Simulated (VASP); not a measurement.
# RbBr (Fm-3m) in VASP: single point with PBEsol

Aim: the single point of RbBr with PBEsol.

Everything below comes from runs of VASP 6.6.1. Logs are shortened: lines on timing, memory, paths and dates and some standing lists are left out, and cuts for length are marked.

**1. The structure**

Symmetry: Fm-3m, No. 225, cubic system. Conventional cell: a = 6.854 Å, b = 6.854 Å, c = 6.854 Å, α = 90.00°, β = 90.00°, γ = 90.00°. Rb (site symmetry m-3m) has 6 Br at 3.43 Å as nearest neighbours. Around Br (site symmetry m-3m) lie 6 Rb at 3.43 Å.

**2. Single point, PBEsol**

INCAR reads:

```
PREC = Accurate
ENCUT = 520
EDIFF = 1E-7
ISMEAR = 0
SIGMA = 0.1
LREAL = F
LASPH = T
NELM = 80
ALGO = Normal
ISIF = 2
LWAVE = F
LCHARG = F
GGA = PS
NBANDS = 15
```

KPOINTS reads:

```
Automatic mesh
0
Gamma
  4 4 4
```

POSCAR reads:

```
RbBr
1.0
    0.0000000000      3.4270000000      3.4270000000
    3.4270000000      0.0000000000      3.4270000000
    3.4270000000      3.4270000000      0.0000000000
Rb Br
1 1
Direct
    0.0000000000      0.0000000000      0.0000000000
    0.5000000000      0.5000000000      0.5000000000
```

Potentials or basis: VASP PAW PBE potentials, release 64 (Rb_sv, Br).

Launch:

```console
cat potpaw_PBE.64/Rb_sv/POTCAR potpaw_PBE.64/Br/POTCAR > POTCAR
mpirun -np 1 vasp_std > vasp.out
```

OUTCAR:

```text
PREC = Accurate
   ENCUT = 520
   EDIFF = 1E-7
   ISMEAR = 0
   LREAL = F
   LASPH = T
   NELM = 80
   ISIF = 2
   GGA = PS

 ion  position               nearest neighbor table
   1  0.000  0.000  0.000-   2 3.43   2 3.43   2 3.43   2 3.43   2 3.43   2 3.43
   2  0.500  0.500  0.500-   1 3.43   1 3.43   1 3.43   1 3.43   1 3.43   1 3.43

  LATTYP: Found a face centered cubic cell.
 ALAT       =     6.8540000000

  Lattice vectors:

 A1 = (   0.0000000000,   3.4270000000,   3.4270000000)
 A2 = (   3.4270000000,   0.0000000000,   3.4270000000)
 A3 = (   3.4270000000,   3.4270000000,   0.0000000000)

Analysis of symmetry for initial positions (statically):
=====================================================================
 Subroutine PRICEL returns:
 Original cell was already a primitive cell.

 Routine SETGRP: Setting up the symmetry group for a
 face centered cubic supercell.

 Subroutine GETGRP returns: Found 48 space group operations
 (whereof 48 operations were pure point group operations)
 out of a pool of 48 trial point group operations.

The static configuration has the point symmetry O_h .

Analysis of symmetry for dynamics (positions and initial velocities):
=====================================================================
 Subroutine PRICEL returns:
 Original cell was already a primitive cell.

 Routine SETGRP: Setting up the symmetry group for a
 face centered cubic supercell.

 Subroutine GETGRP returns: Found 48 space group operations
 (whereof 48 operations were pure point group operations)
 out of a pool of 48 trial point group operations.

The dynamic configuration has the point symmetry O_h .

 Subroutine INISYM returns: Found 48 space group operations
 (whereof 48 operations are pure point group operations),
 and found     1 'primitive' translations

----------------------------------------------------------------------------------------

                                     Primitive cell

  volume of cell :      80.4956

  direct lattice vectors                    reciprocal lattice vectors
     0.000000000  3.427000000  3.427000000    -0.145900204  0.145900204  0.145900204
     3.427000000  0.000000000  3.427000000     0.145900204 -0.145900204  0.145900204
     3.427000000  3.427000000  0.000000000     0.145900204  0.145900204 -0.145900204

  length of vectors
     4.846509878  4.846509878  4.846509878     0.252706567  0.252706567  0.252706567

  position of ions in fractional coordinates (direct lattice)
     0.000000000  0.000000000  0.000000000
     0.500000000  0.500000000  0.500000000

  ion indices of the primitive-cell ions
   primitive index   ion index
                 1           1
                 2           2

----------------------------------------------------------------------------------------

 KPOINTS: Automatic mesh

Automatic generation of k-mesh.
 Grid dimensions read from file:
 generate k-points for:    4    4    4

 Generating k-lattice:

  Cartesian coordinates                     Fractional coordinates (reciprocal lattice)
    -0.036475051  0.036475051  0.036475051     0.250000000  0.000000000  0.000000000
     0.036475051 -0.036475051  0.036475051     0.000000000  0.250000000  0.000000000
     0.036475051  0.036475051 -0.036475051     0.000000000  0.000000000  0.250000000

  Length of vectors
     0.063176642  0.063176642  0.063176642

  Shift w.r.t. Gamma in fractional coordinates (k-lattice)
     0.000000000  0.000000000  0.000000000

 Subroutine IBZKPT returns following result:
 ===========================================

 Found      8 irreducible k-points:

 Following reciprocal coordinates:
            Coordinates               Weight
  0.000000  0.000000  0.000000      1.000000
  0.250000  0.000000  0.000000      8.000000
  0.500000  0.000000  0.000000      4.000000
  0.250000  0.250000  0.000000      6.000000
  0.500000  0.250000  0.000000     24.000000
 -0.250000  0.250000  0.000000     12.000000
  0.500000  0.500000  0.000000      3.000000
 -0.250000  0.500000  0.250000      6.000000
   k-points           NKPTS =      8   k-points in BZ     NKDIM =      8   number of bands    NBANDS=     15
   number of dos      NEDOS =    301   number of ions     NIONS =      2
   total plane-waves  NPLWV =  46656
   dimension x,y,z NGX =    36 NGY =   36 NGZ =   36
   dimension x,y,z NGXF=    72 NGYF=   72 NGZF=   72
   ions per type =               1   1
   NGX,Y,Z   is equivalent  to a cutoff of  12.35, 12.35, 12.35 a.u.
   NGXF,Y,Z  is equivalent  to a cutoff of  24.70, 24.70, 24.70 a.u.
 SYSTEM =  unknown system
   PREC   = accura    normal or accurate (medium, high low for compatibility)
   ISTART =      0    job   : 0-new  1-cont  2-samecut
   ICHARG =      2    charge: 1-file 2-atom 10-const
   ISPIN  =      1    spin polarized calculation?
   LNONCOLLINEAR =      F non collinear calculations
   LSORBIT =      F    spin-orbit coupling
   LASPH  =      T    aspherical Exc in radial PAW
   ENCUT  =  520.0 eV  38.22 Ry    6.18 a.u.   9.01  9.01  9.01*2*pi/ulx,y,z
   NELM   =     80;   NELMIN=  2; NELMDL= -5     # of ELM steps
   EDIFF  = 0.1E-06   stopping-criterion for ELM
   LREAL  =      F    real-space projection
[... 7 lines left out ...]
   TEBEG  =    0.0;   TEEND  =   0.0 temperature during run
   PSTRESS=    0.0 pullay stress
   NELECT =      16.0000    total number of electrons
   NUPDOWN=      -1.0000    fix difference up-down
   EMIN   =  10.00;   EMAX   =-10.00  energy-range for DOS
   EFERMI =   0.00;   METHOD = LEGACY
   ISMEAR =     0;   SIGMA  =   0.10  broadening in eV -4-tet -1-fermi 0-gaus
   EFERMI_NEDOS =   21; number of points for ismear=-14 and -15
   IALGO  =     38    algorithm
   IMIX   =      4    mixing-type and parameters
     AMIX     =   0.40;   BMIX     =  1.00
     AMIX_MAG =   1.60;   BMIX_MAG =  1.00
  volume/ion in A,a.u.               =      40.25       271.61
  Fermi-wavevector in a.u.,A,eV,Ry     =   0.955412  1.805467 12.419564  0.912812
  Thomas-Fermi vector in A             =   2.084247
   LORBIT       =      0    0 simple, 1 ext, 2 COOP (PROOUT), +10 PAW based schemes
   GGA     = PS    functional components
   LHFCALC =     F    Hartree Fock is set to
   AEXX    =    0.0000 exact exchange contribution
   IVDW    =     0    specifies the selected vdW correction
   LEPSILON=     F    determine dielectric tensor
   LRPA    =     F    only Hartree local field effects (RPA)
 non-spin polarized calculation
 Gauss-broadening in eV      SIGMA  =   0.10
  energy-cutoff  :      520.00
  volume of cell :       80.50
 maximum number of plane-waves:      2200
   NGX = 17   NGY = 17   NGZ = 17

 number of electron      15.9999999 magnetization

 Free energy of the ion-electron system (eV)
  ---------------------------------------------------
  ext. energy  EPLUGINS =         0.00000000
  ---------------------------------------------------
  free energy    TOTEN  =        -6.35511179 eV

  energy without entropy =       -6.35511179  energy(sigma->0) =       -6.35511179

 E-fermi :  -1.3901     XC(G=0):  -7.4050

 val. band max:       -1.8449770773   @ k =   0.0000   0.0000   0.0000
 cond. band min:       2.3668476456   @ k =   0.0000   0.0000   0.0000
 fundamental gap:      4.2118247229
 Fermi energy:        -1.3900641727

 k-point     1 :       0.0000    0.0000    0.0000
  band No.  band energies     occupation
      1     -26.2003      2.00000
      2     -14.0381      2.00000
      3     -10.2879      2.00000
      4     -10.2879      2.00000
      5     -10.2879      2.00000
      6      -1.8450      2.00000
      7      -1.8450      2.00000
      8      -1.8450      2.00000
      9       2.3668      0.00000
     10       5.3553      0.00000
     11       5.3553      0.00000
     12       5.3553      0.00000
     13       6.2463      0.00000
     14       6.2463      0.00000
     15       8.9609      0.00000

 k-point     2 :       0.2500    0.0000    0.0000
  band No.  band energies     occupation
      1     -26.1955      2.00000
      2     -14.0592      2.00000
      3     -10.2919      2.00000
      4     -10.2919      2.00000
      5     -10.2650      2.00000
      6      -2.4244      2.00000
      7      -2.0352      2.00000
      8      -2.0352      2.00000
      9       3.6481      0.00000
     10       5.2027      0.00000
     11       6.0826      0.00000
     12       6.0826      0.00000
     13       7.1226      0.00000
     14       7.1226      0.00000
     15      10.4888      0.00000

 k-point     3 :       0.5000    0.0000    0.0000
  band No.  band energies     occupation
      1     -26.1906      2.00000
      2     -14.0799      2.00000
      3     -10.2957      2.00000
      4     -10.2957      2.00000
      5     -10.2423      2.00000
      6      -2.8618      2.00000
      7      -2.2094      2.00000
      8      -2.2094      2.00000
      9       4.8252      0.00000
     10       5.7669      0.00000
     11       7.5892      0.00000
     12       7.5892      0.00000
     13       8.2230      0.00000
     14       8.2230      0.00000
     15       8.9870      0.00000
[... 55 lines left out ...]
 k-point     7 :       0.5000    0.5000    0.0000
  band No.  band energies     occupation
      1     -26.1879      2.00000
      2     -13.9837      2.00000
      3     -10.4767      2.00000
      4     -10.3624      2.00000
      5     -10.3624      2.00000
      6      -2.3308      2.00000
      7      -2.0074      2.00000
      8      -2.0074      2.00000
      9       3.6518      0.00000
     10       5.1712      0.00000
     11       7.2067      0.00000
     12       7.3026      0.00000
     13       7.5257      0.00000
     14       8.9771      0.00000
     15       8.9771      0.00000

 k-point     8 :      -0.2500    0.5000    0.2500
  band No.  band energies     occupation
      1     -26.1878      2.00000
      2     -14.0112      2.00000
      3     -10.4195      2.00000
      4     -10.4195      2.00000
      5     -10.2700      2.00000
      6      -2.3508      2.00000
      7      -2.2026      2.00000
      8      -2.2026      2.00000
      9       5.1288      0.00000
     10       5.1288      0.00000
     11       6.3225      0.00000
     12       6.6772      0.00000
     13       9.0210      0.00000
     14       9.0463      0.00000
     15       9.0723      0.00000

------------------------ aborting loop because EDIFF is reached ----------------------------------------

  FORCE on cell =-STRESS in cart. coord.  units (eV):
  Direction    XX          YY          ZZ          XY          YZ          ZX
  --------------------------------------------------------------------------------------
  -------------------------------------------------------------------------------------
  Total       -0.0090513     -0.0090513     -0.0090513     -0.0000000      0.0000000     -0.0000000
  in kB       -0.1801564     -0.1801564     -0.1801564     -0.0000000      0.0000000     -0.0000000
  external PRESSURE =      -0.1801564 kB  Pullay stress =       0.0000000 kB

 VOLUME and BASIS-vectors are now :
 -----------------------------------------------------------------------------
  energy-cutoff  :      520.00
  volume of cell :       80.50
      direct lattice vectors                 reciprocal lattice vectors
     0.000000000  3.427000000  3.427000000    -0.145900204  0.145900204  0.145900204
     3.427000000  0.000000000  3.427000000     0.145900204 -0.145900204  0.145900204
     3.427000000  3.427000000  0.000000000     0.145900204  0.145900204 -0.145900204

 POSITION                                       TOTAL-FORCE (eV/Angst)
 -----------------------------------------------------------------------------------
      0.00000      0.00000      0.00000        -0.000000     -0.000000      0.000000
      3.42700      3.42700      3.42700         0.000000      0.000000     -0.000000
 -----------------------------------------------------------------------------------
    total drift:                                0.000000      0.000000      0.000000

  FREE ENERGIE OF THE ION-ELECTRON SYSTEM (eV)
  ---------------------------------------------------
  free  energy   TOTEN  =        -6.3551117876 eV

  energy  without entropy=       -6.3551117876  energy(sigma->0) =       -6.35511179
```

Wall time 7.3 s (1 thread of Intel Xeon Platinum 8488C (Sapphire Rapids), shared host); peak memory 0.2 GiB.

What came out:

```yaml
Free_energy: -6.3551 eV
Pressure: 0.0 GPa
Band_gap_on_the_k_mesh: 4.21 eV, direct
```

Levels at points of the mesh, in eV from the valence-band top:
| k point | band 4 | band 5 | band 6 | band 7 | band 8 | band 9 | band 10 | band 11 | band 12 | band 13 |
| --- | --- | --- | --- | --- | --- | --- | --- | --- | --- | --- |
| (0.00, 0.00, 0.00) | -8.44 | -8.44 | 0.00 | 0.00 | 0.00 | 4.21 | 7.20 | 7.20 | 7.20 | 8.09 |
| (0.50, 0.00, 0.00) | -8.45 | -8.40 | -1.02 | -0.36 | -0.36 | 6.67 | 7.61 | 9.43 | 9.43 | 10.07 |
| (0.50, 0.50, 0.00) | -8.52 | -8.52 | -0.49 | -0.16 | -0.16 | 5.50 | 7.02 | 9.05 | 9.15 | 9.37 |

Caveat: the PAW data sets were made with another functional, which shifts forces and pressure a little. Expect the measured gap to be larger: semilocal functionals such as PBEsol lack the derivative discontinuity.
